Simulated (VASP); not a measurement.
# AlCu (Pm-3m) in VASP: a series of runs, part 2 of 2

VASP 6.6.1.

**4. Relaxation of cell and atoms, PBEsol**

The input, INCAR:

```
  ALGO = Normal
  EDIFF = 1E-6
  EDIFFG = -0.01
  ENCUT = 600
  GGA = PS
  IBRION = 2
  ISIF = 3
  ISMEAR = -1
  LASPH = T
  LCHARG = F
  LREAL = F
  LWAVE = F
  NELM = 80
  NSW = 60
  PREC = Accurate
  SIGMA = 0.05
```

The input, KPOINTS:

```
k-points
0
Gamma
  8 8 8
```

The input, POSCAR:

```
AlCu
1.0
    2.9975090000      0.0000000000      0.0000000000
    0.0000000000      2.9975090000      0.0000000000
    0.0000000000      0.0000000000      2.9975090000
Cu Al
1 1
Direct
    0.5000000000      0.5000000000      0.5000000000
    0.0000000000      0.0000000000      0.0000000000
```

Potentials or basis: VASP PAW PBE potentials, release 64 (Cu, Al).

On the command line:

```
cat potpaw_PBE.64/Cu/POTCAR potpaw_PBE.64/Al/POTCAR > POTCAR
mpirun -np 1 vasp_std > vasp.out
```

OUTCAR:

```text
EDIFF = 1E-6
   EDIFFG = -0.01
   ENCUT = 600
   GGA = PS
   IBRION = 2
   ISIF = 3
   ISMEAR = -1
   LASPH = T
   LREAL = F
   NELM = 80
   NSW = 60
   PREC = Accurate

 ion  position               nearest neighbor table
   1  0.500  0.500  0.500-   2 2.60   2 2.60   2 2.60   2 2.60   2 2.60   2 2.60   2 2.60   2 2.60

   2  0.000  0.000  0.000-   1 2.60   1 2.60   1 2.60   1 2.60   1 2.60   1 2.60   1 2.60   1 2.60

  LATTYP: Found a simple cubic cell.
 ALAT       =     2.9975090000

  Lattice vectors:

 A1 = (   2.9975090000,   0.0000000000,   0.0000000000)
 A2 = (   0.0000000000,   2.9975090000,   0.0000000000)
 A3 = (   0.0000000000,   0.0000000000,   2.9975090000)

Analysis of symmetry for initial positions (statically):
=====================================================================
 Subroutine PRICEL returns:
 Original cell was already a primitive cell.

 Routine SETGRP: Setting up the symmetry group for a
 simple cubic supercell.

 Subroutine GETGRP returns: Found 48 space group operations
 (whereof 48 operations were pure point group operations)
 out of a pool of 48 trial point group operations.

The static configuration has the point symmetry O_h .

Analysis of symmetry for dynamics (positions and initial velocities):
=====================================================================
 Subroutine PRICEL returns:
 Original cell was already a primitive cell.

 Routine SETGRP: Setting up the symmetry group for a
 simple cubic supercell.

 Subroutine GETGRP returns: Found 48 space group operations
 (whereof 48 operations were pure point group operations)
 out of a pool of 48 trial point group operations.

The dynamic configuration has the point symmetry O_h .

 Subroutine INISYM returns: Found 48 space group operations
 (whereof 48 operations are pure point group operations),
 and found     1 'primitive' translations

----------------------------------------------------------------------------------------

                                     Primitive cell

  volume of cell :      26.9328

  direct lattice vectors                    reciprocal lattice vectors
     2.997509000  0.000000000  0.000000000     0.333610341  0.000000000  0.000000000
     0.000000000  2.997509000  0.000000000     0.000000000  0.333610341  0.000000000
     0.000000000  0.000000000  2.997509000     0.000000000  0.000000000  0.333610341

  length of vectors
     2.997509000  2.997509000  2.997509000     0.333610341  0.333610341  0.333610341

  position of ions in fractional coordinates (direct lattice)
     0.500000000  0.500000000  0.500000000
     0.000000000  0.000000000  0.000000000

  ion indices of the primitive-cell ions
   primitive index   ion index
                 1           1
                 2           2

----------------------------------------------------------------------------------------

 KPOINTS: k-points

Automatic generation of k-mesh.
 Grid dimensions read from file:
 generate k-points for:    8    8    8

 Generating k-lattice:

  Cartesian coordinates                     Fractional coordinates (reciprocal lattice)
     0.041701293  0.000000000  0.000000000     0.125000000  0.000000000  0.000000000
     0.000000000  0.041701293  0.000000000     0.000000000  0.125000000  0.000000000
[... 53 lines left out ...]
   LNONCOLLINEAR =      F non collinear calculations
   LSORBIT =      F    spin-orbit coupling
   LASPH  =      T    aspherical Exc in radial PAW
   ENCUT  =  600.0 eV  44.10 Ry    6.64 a.u.   5.99  5.99  5.99*2*pi/ulx,y,z
   NELM   =     80;   NELMIN=  2; NELMDL= -5     # of ELM steps
   EDIFF  = 0.1E-05   stopping-criterion for ELM
   LREAL  =      F    real-space projection
   EDIFFG = -.1E-01   stopping-criterion for IOM
   NSW    =     60    number of steps for IOM
   IBRION =      2    ionic relax: 0-MD 1-quasi-New 2-CG
   NFREE  =      1    steps in history (QN), initial steepest desc. (CG)
   ISIF   =      3    stress and relaxation
   ISYM   =      2    0-nonsym 1-usesym 2-fastsym
   POTIM  = 0.5000    time-step for ionic-motion
   TEBEG  =    0.0;   TEEND  =   0.0 temperature during run
   PSTRESS=    0.0 pullay stress
   NELECT =      14.0000    total number of electrons
   NUPDOWN=      -1.0000    fix difference up-down
   EMIN   =  10.00;   EMAX   =-10.00  energy-range for DOS
   EFERMI =   0.00;   METHOD = LEGACY
   ISMEAR =    -1;   SIGMA  =   0.05  broadening in eV -4-tet -1-fermi 0-gaus
   EFERMI_NEDOS =   21; number of points for ismear=-14 and -15
   IALGO  =     38    algorithm
   IMIX   =      4    mixing-type and parameters
     AMIX     =   0.40;   BMIX     =  1.00
     AMIX_MAG =   1.60;   BMIX_MAG =  1.00
  volume/ion in A,a.u.               =      13.47        90.88
  Fermi-wavevector in a.u.,A,eV,Ry     =   1.316306  2.487459 23.574307  1.732663
  Thomas-Fermi vector in A             =   2.446428
   LORBIT       =      0    0 simple, 1 ext, 2 COOP (PROOUT), +10 PAW based schemes
   GGA     = PS    functional components
   LHFCALC =     F    Hartree Fock is set to
   AEXX    =    0.0000 exact exchange contribution
   IVDW    =     0    specifies the selected vdW correction
   LEPSILON=     F    determine dielectric tensor
   LRPA    =     F    only Hartree local field effects (RPA)
 conjugate gradient relaxation of ions
 non-spin polarized calculation
  energy-cutoff  :      600.00
  volume of cell :       26.93
 maximum number of plane-waves:       912
 NGX is ok and might be reduce to    24
   NGX = 11   NGY = 11   NGZ = 11

--------------------------------------- Ionic step        1  -------------------------------------------

 number of electron      14.0000020 magnetization

 Free energy of the ion-electron system (eV)
  ---------------------------------------------------
  ext. energy  EPLUGINS =         0.00000000
  ---------------------------------------------------
  free energy    TOTEN  =        -8.70477060 eV

  energy without entropy =       -8.70031296  energy(sigma->0) =       -8.70254178

------------------------ aborting loop because EDIFF is reached ----------------------------------------

  FORCE on cell =-STRESS in cart. coord.  units (eV):
  Direction    XX          YY          ZZ          XY          YZ          ZX
  --------------------------------------------------------------------------------------
  -------------------------------------------------------------------------------------
  Total       -0.7184919     -0.7184919     -0.7184919      0.0000000      0.0000000      0.0000000
  in kB      -42.7416220    -42.7416220    -42.7416220      0.0000000      0.0000000      0.0000000
  external PRESSURE =     -42.7416220 kB  Pullay stress =       0.0000000 kB
[... 131 lines left out ...]
--------------------------------------- Ionic step        5  -------------------------------------------

 number of electron      14.0000018 magnetization

 Free energy of the ion-electron system (eV)
  ---------------------------------------------------
  ext. energy  EPLUGINS =         0.00000000
  ---------------------------------------------------
  free energy    TOTEN  =        -8.71887807 eV

  energy without entropy =       -8.71474995  energy(sigma->0) =       -8.71681401

 E-fermi :   9.3394     XC(G=0): -11.7809

 val. band max:        9.2956727022   @ k =   0.3750   0.3750   0.1250
 cond. band min:       9.3863835677   @ k =   0.5000   0.5000   0.0000
 fundamental gap:      0.0907108656
 Fermi energy:         9.3393866564

 k-point     1 :       0.0000    0.0000    0.0000
  band No.  band energies     occupation
      1      -2.3542      2.00000
      2       4.3357      2.00000
      3       4.3357      2.00000
      4       5.4099      2.00000
      5       5.4099      2.00000
      6       5.4099      2.00000
      7      13.3416      0.00000
      8      13.3416      0.00000
      9      13.3416      0.00000
     10      15.7913      0.00000
     11      15.7913      0.00000
[... 309 lines left out ...]
 k-point    24 :       0.5000    0.3750    0.1250
  band No.  band energies     occupation
      1       2.8383      2.00000
      2       3.9016      2.00000
      3       4.6013      2.00000
      4       4.8309      2.00000
      5       5.3705      2.00000
      6       5.9413      2.00000
      7       6.2539      2.00000
      8       9.9841      0.00001
      9      10.4163      0.00000
     10      17.0351      0.00000
     11      17.9609      0.00000

 [... further k-points ...]

------------------------ aborting loop because EDIFF is reached ----------------------------------------

  FORCE on cell =-STRESS in cart. coord.  units (eV):
  Direction    XX          YY          ZZ          XY          YZ          ZX
  --------------------------------------------------------------------------------------
  -------------------------------------------------------------------------------------
  Total       -0.0186109     -0.0186109     -0.0186109      0.0000000      0.0000000      0.0000000
  in kB       -1.1482457     -1.1482457     -1.1482457      0.0000000      0.0000000      0.0000000
  external PRESSURE =      -1.1482457 kB  Pullay stress =       0.0000000 kB
[... 17 lines left out ...]
  FREE ENERGIE OF THE ION-ELECTRON SYSTEM (eV)
  ---------------------------------------------------
  free  energy   TOTEN  =        -8.7188780679 eV

  energy  without entropy=       -8.7147499524  energy(sigma->0) =       -8.71681401

 reached required accuracy - stopping structural energy minimisation
```

Run time: 20 s. Hardware: 1 thread of Intel Xeon Platinum 8488C (Sapphire Rapids), shared host; peak memory 0.15 GiB.

What came out:

```yaml
Free_energy: -8.7189 eV
Relaxed_volume: 12.98 Å³/atom
Relaxed_cell: a = 2.961 Å, b = 2.961 Å, c = 2.961 Å, α = 90.00°, β = 90.00°, γ = 90.00°
Space_group_after_relaxing_to_0.05_Å: Pm-3m (No. 221)
Energy_gained_by_relaxing: 7.1 meV/atom
Ionic_steps: 5
Pressure_after_relaxing: -0.1 GPa
Band_gap_on_the_k_mesh: none (metal or under the smearing width)
```

Step by step:
```tsv
step	energy change (eV)	largest force (eV/Å)	pressure (GPa)	volume (Å³)
1	0.0000	0.0000	-4.27	26.93
2	-0.0117	0.0000	2.04	25.56
3	-0.0141	0.0000	0.27	25.94
4	-0.0141	0.0000	-0.21	25.99
5	-0.0141	0.0000	-0.11	25.97
```

Final structure:
```
Cu Al
1.0
     2.96129    0.00000    0.00000
     0.00000    2.96129    0.00000
     0.00000    0.00000    2.96129
Cu Al
1 1
Direct
  0.50000 0.50000 0.50000
  0.00000 0.00000 0.00000
```

Levels at points of the mesh, in eV from the Fermi level:
```csv
k point,band 3,band 4,band 5,band 6,band 7,band 8,band 9,band 10,band 11
"(0.00, 0.00, 0.00)",-5.00,-3.93,-3.93,-3.93,4.00,4.00,4.00,6.45,6.45
"(0.50, 0.00, 0.00)",-4.72,-4.39,-4.39,-3.87,-3.15,7.31,8.25,8.25,8.86
"(0.50, 0.50, 0.00)",-4.28,-4.28,-3.77,-3.77,-3.53,-0.78,0.05,10.53,13.13
"(0.50, 0.50, 0.50)",-5.56,-3.51,-3.51,0.75,0.75,0.75,2.17,2.35,2.35
```

Caveat: the PAW data sets were made with another functional, which shifts forces and pressure a little.

**5. Single point, r2SCAN**

The input, INCAR:

```
PREC = Accurate ; ENCUT = 900
EDIFF = 1E-8 ; ISMEAR = 1
SIGMA = 0.05 ; LREAL = F
LASPH = T ; NELM = 100
ALGO = Normal ; ISIF = 2
LWAVE = F ; LCHARG = F
METAGGA = R2SCAN ; LMIXTAU = T
ADDGRID = F
```

The input, KPOINTS:

```
regular mesh
0
Gamma
  11 11 11
```

POSCAR is that of step 4.

On the command line:

```
cat potpaw_PBE.64/Cu/POTCAR potpaw_PBE.64/Al/POTCAR > POTCAR
mpirun -np 1 vasp_std > vasp.out
```

Wall time 1.8 min (1 thread of Intel Xeon Platinum 8488C (Sapphire Rapids), shared host); peak memory 0.2 GiB.

Results (log left out):

| Item | Value |
| --- | --- |
| Free energy | -17.8902 eV |
| Pressure | -4.8 GPa |
| Band gap on the k mesh | none (metal or under the smearing width) |

Levels at points of the mesh, in eV from the Fermi level:
```csv
k point,band 5,band 6,band 7,band 8,band 9,band 10
"(0.00, 0.00, 0.00)",-4.12,-4.12,4.00,4.00,4.00,6.36
```

Caveat: the PAW data sets were made with another functional, which shifts forces and pressure a little.

**6. Single point, r2SCAN**

The input, INCAR:

```
PREC = Accurate ; ENCUT = 280
EDIFF = 1E-6 ; ISMEAR = 1
SIGMA = 0.15 ; LREAL = F
LASPH = T ; NELM = 100
ALGO = Normal ; ISIF = 2
LWAVE = F ; LCHARG = F
METAGGA = R2SCAN ; LMIXTAU = T
ADDGRID = F
```

The input, KPOINTS:

```
regular mesh
0
Gamma
  2 2 2
```

POSCAR is that of step 5.

Potentials or basis: VASP PAW PBE potentials, release 64 (Cu, Al).

On the command line:

```
cat potpaw_PBE.64/Cu/POTCAR potpaw_PBE.64/Al/POTCAR > POTCAR
mpirun -np 1 vasp_std > vasp.out
```

Wall time 13 s (1 thread of Intel Xeon Platinum 8488C (Sapphire Rapids), shared host); peak memory 0.1 GiB.

The run converged, but a check on its numbers failed (symmetry, net force, bounds or a known fault of this set-up), so they aren't taken as properties of the crystal.

Caveat: the k mesh is coarse (spacing up to 1.05 Å⁻¹), so the values aren't converged; the cutoff lies under the usual one of these potentials, so the numbers hold a large basis-set error; the PAW data sets were made with another functional, which shifts forces and pressure a little.
